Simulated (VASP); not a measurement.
Write the native input for VASP 6.6.1 that does the following.

```yaml
Task: relaxation of cell and atoms
Functional: r2SCAN
Potentials_or_basis: VASP PAW PBE potentials, release 64 (W_sv)
Cutoff: 520 eV
k_mesh: 18 × 18 × 18
Occupations: gaussian, width 0.1 eV
Spin: no spin polarisation
Further_INCAR_settings: ALGO = Normal; EDIFF = 1e-07; IBRION = 2; EDIFFG = -0.002; NSW = 80; ISIF = 3
```

The structure of W lies in POSCAR:

```
W                                       
1.0
   -1.5862724354      1.5862724354      1.5862724354
    1.5862724354     -1.5862724354      1.5862724354
    1.5862724354      1.5862724354     -1.5862724354
  W             
     1
Direct
     0.0000000000000000    0.0000000000000000    0.0000000000000000
```

One way to write it, as run:

INCAR

```
SYSTEM = W
  PREC = Accurate
  ENCUT = 520
  EDIFF = 1E-7
  ISMEAR = 0
  SIGMA = 0.1
  LREAL = .FALSE.
  LASPH = .TRUE.
  NELM = 100
  ALGO = Normal
  ISIF = 3
  LWAVE = .FALSE.
  LCHARG = .FALSE.
  METAGGA = R2SCAN
  LMIXTAU = .TRUE.
  IBRION = 2
  NSW = 80
  EDIFFG = -0.002
```

KPOINTS

```
Automatic mesh
0
G
  18 18 18
  0 0 0
```

Potentials or basis: VASP PAW PBE potentials, release 64 (W_sv).

The run is started by

```bash
$ cat potpaw_PBE.64/W_sv/POTCAR > POTCAR
$ mpirun -np 1 vasp_std > vasp.out
```

It gave:

```
Pressure after relaxing : 0.0 GPa
Band gap on the k mesh  : none (metal or under the smearing width)
```

Caveat: the relaxation stopped at its first step, so nothing moved; the PAW data sets were made with another functional, which shifts forces and pressure a little.

It took 110 s on 1 thread of Intel(R) Xeon(R) Platinum 8488C (Sapphire Rapids), with other jobs on the host, peak memory 0.16 GiB.
